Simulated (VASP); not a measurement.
# Se (R-3m) in VASP: notebook, part 2 of 2

VASP 6.6.1. Earlier steps stand in the parts before.

### 4 Relaxation of cell and atoms, PBEsol, target pressure 125 GPa, at which the enthalpy is minimised

This run uses another cell than the first one, of 11.87 Å³/atom, 1.048 times its volume.

The input, INCAR:

```
ALGO = Normal
EDIFF = 1E-7
EDIFFG = -0.002
ENCUT = 250
GGA = PS
IBRION = 2
ISIF = 3
ISMEAR = 0
LASPH = T
LCHARG = F
LREAL = F
LWAVE = F
NELM = 100
NSW = 80
PREC = Accurate
PSTRESS = 1250.0
SIGMA = 0.1
```

The input, KPOINTS:

```
k-points
0
Gamma
  21 21 21
```

The input, POSCAR:

```
Se                                      
1.0
    1.9561537360      1.1293858975      0.8951452723
   -1.9561537360      1.1293858975      0.8951452723
   -0.0000000000     -2.2587717949      0.8951452723
  Se            
     1
Direct
     0.0000000000000000    0.0000000000000000    0.0000000000000000
```

Potentials or basis: VASP PAW PBE potentials, release 64 (Se).

Started as:

```sh
$ cat potpaw_PBE.64/Se/POTCAR > POTCAR
$ mpirun -np 1 vasp_std > vasp.out
```

OUTCAR:

```text
EDIFF = 1E-7
   EDIFFG = -0.002
   ENCUT = 250
   GGA = PS
   IBRION = 2
   ISIF = 3
   ISMEAR = 0
   LASPH = T
   LREAL = F
   NELM = 100
   NSW = 80
   PREC = Accurate
   PSTRESS = 1250.0

 ion  position               nearest neighbor table
   1  0.000  0.000  0.000-

  LATTYP: Found a trigonal (rhomboedric) cell.
 ALAT       =     2.4296779628
 COS(alpha) =    -0.2963985398

  Lattice vectors:

 A1 = (   1.9561537360,   1.1293858975,   0.8951452723)
 A2 = (  -1.9561537360,   1.1293858975,   0.8951452723)
 A3 = (   0.0000000000,  -2.2587717949,   0.8951452723)

Analysis of symmetry for initial positions (statically):
=====================================================================
 Subroutine PRICEL returns:
 Original cell was already a primitive cell.

 Routine SETGRP: Setting up the symmetry group for a
 trigonal (rhombohedral) supercell.

 Subroutine GETGRP returns: Found 12 space group operations
 (whereof 12 operations were pure point group operations)
 out of a pool of 12 trial point group operations.

The static configuration has the point symmetry D_3d.
[... 158 lines left out ...]
  free energy    TOTEN  =        -1.54740123 eV

  energy without entropy =       -1.54572138  energy(sigma->0) =       -1.54656130

 E-fermi :  13.8775     XC(G=0): -13.2690

 val. band max:       13.8719389165   @ k =  -0.4762   0.1905   0.0952
 cond. band min:      13.8806786254   @ k =  -0.2857   0.1905   0.1905
 fundamental gap:      0.0087397089
 Fermi energy:        13.8775348021

 k-point     1 :       0.0000    0.0000    0.0000
  band No.  band energies     occupation
      1      -9.0780      2.00000
      2      18.9662      0.00000
      3      21.1158      0.00000
      4      21.1158      0.00000
      5      26.1678      0.00000
      6      26.1678      0.00000
      7      28.4322      0.00000
[... 221 lines left out ...]
 k-point    24 :      -0.3810    0.0476   -0.0000
  band No.  band energies     occupation
      1      -4.7794      2.00000
      2       5.0904      2.00000
      3      15.8164      0.00000
      4      18.3939      0.00000
      5      22.4935      0.00000
      6      23.6068      0.00000
      7      33.2465      0.00000

 [... further k-points ...]
[... 5 lines left out ...]
  --------------------------------------------------------------------------------------
  -------------------------------------------------------------------------------------
  Total        9.2556997      9.2556999      9.2592865      0.0000000      0.0000000      0.0000000
  in kB     1249.7689250   1249.7689502   1250.2532376      0.0000000      0.0000000      0.0000000
  external PRESSURE =      -0.0696291 kB  Pullay stress =    1250.0000000 kB

 VOLUME and BASIS-vectors are now :
 -----------------------------------------------------------------------------
  energy-cutoff  :      250.00
  volume of cell :       11.87
      direct lattice vectors                 reciprocal lattice vectors
     1.956153736  1.129385897  0.895145272     0.255603632  0.147572824  0.372379036
    -1.956153736  1.129385897  0.895145272    -0.255603632  0.147572824  0.372379036
     0.000000000 -2.258771795  0.895145272     0.000000000 -0.295145649  0.372379036

 POSITION                                       TOTAL-FORCE (eV/Angst)
 -----------------------------------------------------------------------------------
      0.00000      0.00000      0.00000         0.000000      0.000000      0.000000
 -----------------------------------------------------------------------------------
    total drift:                               -0.000000     -0.000000     -0.000000

  FREE ENERGIE OF THE ION-ELECTRON SYSTEM (eV)
  ---------------------------------------------------
  free  energy   TOTEN  =        -1.5474012305 eV

  energy  without entropy=       -1.5457213792  energy(sigma->0) =       -1.54656130

  enthalpy is  TOTEN    =         7.7100098050 eV   P V=        9.2574110355

 reached required accuracy - stopping structural energy minimisation
```

CONTCAR:

```text
Se
   1.00000000000000
     1.9561537360000001    1.1293858975000000    0.8951452723000000
    -1.9561537360000001    1.1293858975000000    0.8951452723000000
     0.0000000000000000   -2.2587717948999999    0.8951452723000000
  Se
     1
Direct
     0.0000000000000000    0.0000000000000000    0.0000000000000000

  0.00000000E+00  0.00000000E+00  0.00000000E+00
```

It took 16 s on 1 thread of AMD EPYC 9R45 (Zen 5), shared host; peak memory 0.09 GiB.

What came out:

```yaml
Free_energy: -1.5474 eV
Pressure_after_relaxing: 125.0 GPa
Band_gap_on_the_k_mesh: none (metal or under the smearing width)
```

Final structure:
```
CELL_PARAMETERS angstrom
1.95615 1.12939 0.89515
-1.95615 1.12939 0.89515
0.00000 -2.25877 0.89515
ATOMIC_POSITIONS crystal
Se 0.00000 0.00000 0.00000
```

Levels at points of the mesh, in eV from the Fermi level:
```tsv
k point	band 1	band 2	band 3	band 4	band 5	band 6	band 7
(0.00, 0.00, 0.00)	-22.96	5.09	7.24	7.24	12.29	12.29	14.55
```

Caveat: the cutoff is under 1.25 times the usual one of these potentials, so pressure, stress and relaxed cells hold a basis-set (Pulay) error; the relaxation stopped at its first step, so nothing moved; the cell is relaxed towards a set pressure, so the enthalpy falls and the energy may rise; the PAW data sets were made with another functional, which shifts forces and pressure a little.

### 5 Relaxation of cell and atoms, PBEsol, target pressure 75 GPa, at which the enthalpy is minimised

This run uses another cell than the first one, of 11.87 Å³/atom, 1.048 times its volume.

Edit INCAR of step 4 so:

```diff
@@ -15,3 +15,3 @@
 PREC = Accurate
-PSTRESS = 1250.0
+PSTRESS = 750.0
 SIGMA = 0.1
```

KPOINTS is that of step 4.

Edit POSCAR of step 4 so:

```diff
@@ -4,3 +4,3 @@
    -1.9561537360      1.1293858975      0.8951452723
-   -0.0000000000     -2.2587717949      0.8951452723
+    0.0000000000     -2.2587717949      0.8951452723
   Se
```

Potentials or basis: VASP PAW PBE potentials, release 64 (Se).

Started as:

```sh
$ cat potpaw_PBE.64/Se/POTCAR > POTCAR
$ mpirun -np 1 vasp_std > vasp.out
```

OUTCAR:

```text
EDIFF = 1E-7
   EDIFFG = -0.002
   ENCUT = 250
   GGA = PS
   IBRION = 2
   ISIF = 3
   ISMEAR = 0
   LASPH = T
   LREAL = F
   NELM = 100
   NSW = 80
   PREC = Accurate
   PSTRESS = 750.0

 ion  position               nearest neighbor table
   1  0.000  0.000  0.000-

  LATTYP: Found a trigonal (rhomboedric) cell.
 ALAT       =     2.4296779628
 COS(alpha) =    -0.2963985398

  Lattice vectors:

 A1 = (   1.9561537360,   1.1293858975,   0.8951452723)
 A2 = (  -1.9561537360,   1.1293858975,   0.8951452723)
 A3 = (   0.0000000000,  -2.2587717949,   0.8951452723)

Analysis of symmetry for initial positions (statically):
=====================================================================
 Subroutine PRICEL returns:
 Original cell was already a primitive cell.

 Routine SETGRP: Setting up the symmetry group for a
 trigonal (rhombohedral) supercell.

 Subroutine GETGRP returns: Found 12 space group operations
 (whereof 12 operations were pure point group operations)
 out of a pool of 12 trial point group operations.

The static configuration has the point symmetry D_3d.

Analysis of symmetry for dynamics (positions and initial velocities):
=====================================================================
 Subroutine PRICEL returns:
 Original cell was already a primitive cell.

 Routine SETGRP: Setting up the symmetry group for a
 trigonal (rhombohedral) supercell.

 Subroutine GETGRP returns: Found 12 space group operations
 (whereof 12 operations were pure point group operations)
 out of a pool of 12 trial point group operations.

The dynamic configuration has the point symmetry D_3d.

 Subroutine INISYM returns: Found 12 space group operations
 (whereof 12 operations are pure point group operations),
 and found     1 'primitive' translations

----------------------------------------------------------------------------------------

                                     Primitive cell

  volume of cell :      11.8656
[... 125 lines left out ...]
   NGX =  7   NGY =  7   NGZ =  7

--------------------------------------- Ionic step        1  -------------------------------------------

 number of electron       5.9999995 magnetization

 Free energy of the ion-electron system (eV)
  ---------------------------------------------------
  ext. energy  EPLUGINS =         0.00000000
  ---------------------------------------------------
  free energy    TOTEN  =        -1.54740123 eV

  energy without entropy =       -1.54572138  energy(sigma->0) =       -1.54656130

------------------------ aborting loop because EDIFF is reached ----------------------------------------

  FORCE on cell =-STRESS in cart. coord.  units (eV):
  Direction    XX          YY          ZZ          XY          YZ          ZX
  --------------------------------------------------------------------------------------
  -------------------------------------------------------------------------------------
  Total        9.2556997      9.2556999      9.2592865      0.0000000      0.0000000      0.0000000
  in kB     1249.7689250   1249.7689502   1250.2532376      0.0000000      0.0000000      0.0000000
  external PRESSURE =     499.9303709 kB  Pullay stress =     750.0000000 kB
[... 24 lines left out ...]
--------------------------------------- Ionic step        2  -------------------------------------------

 number of electron       5.9999985 magnetization

 E-fermi :   5.9833     XC(G=0): -10.9188

 val. band max:        5.9780057383   @ k =  -0.3333   0.1905   0.1905
 cond. band min:       5.9879705426   @ k =   0.1429   0.1429   0.0476
 fundamental gap:      0.0099648043
 Fermi energy:         5.9832987702

 k-point     1 :       0.0000    0.0000    0.0000
  band No.  band energies     occupation
      1     -10.6411      2.00000
      2       8.3064      0.00000
      3       9.5408      0.00000
      4       9.5408      0.00000
      5      16.8264      0.00000
      6      17.4779      0.00000
      7      17.4779      0.00000
[... 299 lines left out ...]
  energy  without entropy=       -2.5322870455  energy(sigma->0) =       -2.53327448

  enthalpy is  TOTEN    =         3.8107959638 eV   P V=        6.3450578834

[... ionic steps 4 to 12 ...]

--------------------------------------- Ionic step       13  -------------------------------------------

 number of electron       5.9999996 magnetization

------------------------ aborting loop because EDIFF is reached ----------------------------------------
[... 69 lines left out ...]
--------------------------------------- Ionic step       15  -------------------------------------------

 number of electron       5.9999995 magnetization

 Free energy of the ion-electron system (eV)
  ---------------------------------------------------
  ext. energy  EPLUGINS =         0.00000000
  ---------------------------------------------------
  free energy    TOTEN  =        -2.49315892 eV

  energy without entropy =       -2.49162828  energy(sigma->0) =       -2.49239360

 E-fermi :  11.5757     XC(G=0): -12.6416

 val. band max:       11.5738838676   @ k =  -0.1905   0.3333   0.1429
 cond. band min:      11.5844273434   @ k =  -0.4286   0.1429   0.1429
 fundamental gap:      0.0105434758
 Fermi energy:        11.5757100350

 k-point     1 :       0.0000    0.0000    0.0000
  band No.  band energies     occupation
      1      -9.5573      2.00000
      2      14.9798      0.00000
      3      17.4005      0.00000
      4      17.4005      0.00000
      5      22.2611      0.00000
      6      22.2611      0.00000
      7      25.1235      0.00000
[... 262 lines left out ...]
  energy  without entropy=       -2.4916282849  energy(sigma->0) =       -2.49239360

  enthalpy is  TOTEN    =         3.7855636273 eV   P V=        6.2787225428

 reached required accuracy - stopping structural energy minimisation
```

OSZICAR:

```text
N       E                     dE             d eps       ncg     rms          rms(c)
DAV:   1     0.295446296517E+01    0.29545E+01   -0.21754E+03 14448   0.432E+02
[... 108 lines left out ...]
DAV:   5    -0.249582357834E+01    0.22844E-07   -0.11168E-07 12481   0.248E-03
  14 F= 0.37855717E+01 E0= 0.37863406E+01  d E =-.486802E-03
       N       E                     dE             d eps       ncg     rms          rms(c)
DAV:   1    -0.249316152617E+01    0.26621E-02   -0.35735E-04 16254   0.124E-01    0.176E-02
DAV:   2    -0.249315977583E+01    0.17503E-05   -0.63997E-06 14602   0.228E-02    0.867E-03
DAV:   3    -0.249315891154E+01    0.86430E-06   -0.24783E-06 17108   0.103E-02    0.105E-03
DAV:   4    -0.249315891543E+01   -0.38960E-08   -0.29835E-08  7805   0.163E-03
  15 F= 0.37855636E+01 E0= 0.37863289E+01  d E =-.494848E-03
```

CONTCAR:

```text
Se
   1.00000000000000
     1.9730612042433235    1.1391475198794403    0.9946008694099404
    -1.9730612042433235    1.1391475198794403    0.9946008694099397
     0.0000000000000000   -2.2782950392406800    0.9946008688950234
  Se
     1
Direct
     0.0000000000000000    0.0000000000000000    0.0000000000000000

  0.00000000E+00  0.00000000E+00  0.00000000E+00
```

Run time: 2 min. Hardware: 1 thread of AMD EPYC 9R45 (Zen 5), shared host; peak memory 0.09 GiB.

Results:

| Quantity | Value |
| --- | --- |
| Free energy | -2.4932 eV |
| Relaxed volume | 13.41 Å³/atom |
| Relaxed cell | a = 2.486 Å, b = 2.486 Å, c = 2.486 Å, α = 105.06°, β = 105.06°, γ = 105.06° |
| Space group after relaxing (to 0.05 Å) | R-3m (No. 166) |
| Energy change on relaxing (the enthalpy is what falls) | -945.8 meV/atom |
| Ionic steps | 15 |
| Pressure after relaxing | 75.0 GPa |
| Band gap on the k mesh | none (metal or under the smearing width) |

Step by step:
| step | energy change (eV) | largest force (eV/Å) | pressure (GPa) | volume (Å³) |
| --- | --- | --- | --- | --- |
| 1 | 0.0000 | 0.0000 | 124.99 | 11.87 |
| 2 | -1.8349 | 0.0000 | -2.60 | 19.43 |
| 3 | -0.9869 | 0.0000 | 67.71 | 13.55 |
| 4 | -0.8760 | 0.0000 | 74.29 | 13.30 |
| 5 | -0.8620 | 0.0000 | 75.10 | 13.27 |
| 6 | -0.8667 | 0.0000 | 75.10 | 13.28 |
| 7 | -0.8782 | 0.0000 | 75.76 | 13.29 |
| 8 | -0.8867 | 0.0000 | 78.74 | 13.29 |
| 9 | -0.8872 | 0.0000 | 77.36 | 13.29 |
| 10 | -0.8881 | 0.0000 | 78.27 | 13.29 |
| 11 | -0.9080 | 0.0000 | 77.33 | 13.33 |
| 12 | -0.9237 | 0.0000 | 76.59 | 13.37 |
| 13 | -0.9300 | 0.0000 | 76.15 | 13.38 |
| 14 | -0.9484 | 0.0000 | 74.82 | 13.42 |
| 15 | -0.9458 | 0.0000 | 75.02 | 13.41 |

Final structure:
```
Se
1.0
     1.97306    1.13915    0.99460
    -1.97306    1.13915    0.99460
     0.00000   -2.27830    0.99460
Se
1
Direct
  0.00000 0.00000 0.00000
```

Caveat: the cutoff is under 1.25 times the usual one of these potentials, so pressure, stress and relaxed cells hold a basis-set (Pulay) error; the cell is relaxed towards a set pressure, so the enthalpy falls and the energy may rise; the PAW data sets were made with another functional, which shifts forces and pressure a little.

### 6 Relaxation of cell and atoms, PBEsol, target pressure 75 GPa, at which the enthalpy is minimised

This run uses another cell than the first one, of 13.41 Å³/atom, 1.185 times its volume.

INCAR is that of step 5.

KPOINTS is that of step 5.

The input, POSCAR:

```
Se                                      
1.0
    1.9730612042      1.1391475199      0.9946008694
   -1.9730612042      1.1391475199      0.9946008694
    0.0000000000     -2.2782950392      0.9946008689
  Se            
     1
Direct
     0.0000000000000000    0.0000000000000000    0.0000000000000000
```

Potentials or basis: VASP PAW PBE potentials, release 64 (Se).

Started as:

```sh
$ cat potpaw_PBE.64/Se/POTCAR > POTCAR
$ mpirun -np 1 vasp_std > vasp.out
```

Wall time 57 s (1 thread of AMD EPYC 9R45 (Zen 5), shared host); peak memory 0.09 GiB.

Results (log left out):

* Free energy: -2.5123 eV
* Relaxed volume: 13.44 Å³/atom
* Relaxed cell: a = 2.486 Å, b = 2.486 Å, c = 2.486 Å, α = 104.97°, β = 104.97°, γ = 104.97°
* Space group after relaxing (to 0.05 Å): R-3m (No. 166)
* Energy change on relaxing (the enthalpy is what falls): -11.7 meV/atom
* Ionic steps: 8
* Pressure after relaxing: 75.0 GPa
* Band gap on the k mesh: none (metal or under the smearing width)

Step by step:
```csv
step,energy change (eV),largest force (eV/Å),pressure (GPa),volume (Å³)
1,0.0000,0.0000,75.47,13.41
2,-0.0356,0.0000,73.58,13.49
3,-0.0135,0.0000,74.76,13.44
4,-0.0103,0.0000,75.14,13.43
5,-0.0112,0.0000,75.03,13.44
6,-0.0112,0.0000,75.03,13.44
7,-0.0131,0.0000,74.93,13.44
8,-0.0117,0.0000,75.00,13.44
```

Final structure:
```
CELL_PARAMETERS angstrom
1.97176 1.13840 0.99776
-1.97176 1.13840 0.99776
0.00000 -2.27679 0.99776
ATOMIC_POSITIONS crystal
Se 0.00000 0.00000 0.00000
```

Levels at points of the mesh, in eV from the Fermi level:
```csv
k point,band 1,band 2,band 3,band 4,band 5,band 6
"(0.00, 0.00, 0.00)",-21.12,3.35,5.78,5.78,10.60,10.60
```

Caveat: the cutoff is under 1.25 times the usual one of these potentials, so pressure, stress and relaxed cells hold a basis-set (Pulay) error; the cell is relaxed towards a set pressure, so the enthalpy falls and the energy may rise; the PAW data sets were made with another functional, which shifts forces and pressure a little.
